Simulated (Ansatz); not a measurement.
Zone-centre phonons of InAs: input and output

Theory: Ansatz, DFT PBE, scalar-relativistic, plane waves, PAW.

Launched with:
```bash
ansatz run input.yaml --threads 1 --pin off --max-ram 3072MiB --backend cpu --events-out ev --progress --plain --runs-dir out
```

Input (bare energies are in eV):
```yaml
crystal:
  lattice:
    - [0.0, 3.0938631596, 3.0938631596]
    - [3.0938631596, 0.0, 3.0938631596]
    - [3.0938631596, 3.0938631596, 0.0]
  atoms:
    - { symbol: In, position: [0.0, 0.0, 0.0] }
    - { symbol: As, position: [0.25, 0.25, 0.25] }
basis:
  ecutwfc: 420
kpoints:
  mp_grid: { grid: [12, 12, 12] }
hamiltonian:
  xc: pbe
scf:
  occupations: { method: fermi_dirac, width: 0.15 }
output:
  eigenvalues: true
phonons:
  method: dfpt
  eigenvectors: true
```

The end of the output:
```
--- Phonons (Γ-DFPT): 2 representative perturbations + reference, on 163 of 1728 k-points (Σ response iterations 6) ---
  k mesh reduced under 8 symmetry operations, with k and −k counted as one. Each operation leaves every solved displacement unchanged or reverses it
  ASR residual: 7.696e-5 → 0.000e0 eV/Å²; symmetrization residual: 7.472e-7 eV/Å²
  ASR residual per site (eV/Å²): 5.94e-5 7.70e-5
  Γ frequencies (cm⁻¹): 0.00 0.00 0.00 198.93 198.93 198.93
  non-analytic LO–TO correction: not included (Born effective charges unavailable; polar crystals: no LO–TO splitting at Γ)
```

The run took 29 s on 1 thread of Intel(R) Xeon(R) 6975P-C (Granite Rapids), on a shared host, peak memory 0.87 GiB.

Without a gap, frequencies and elastic constants depend on the k mesh and the smearing, soft modes and shear constants most.

The bands only touch here, so at this level the crystal is a zero-gap semiconductor or semimetal, not an ordinary metal; spin–orbit coupling, left out, can open or move such a gap.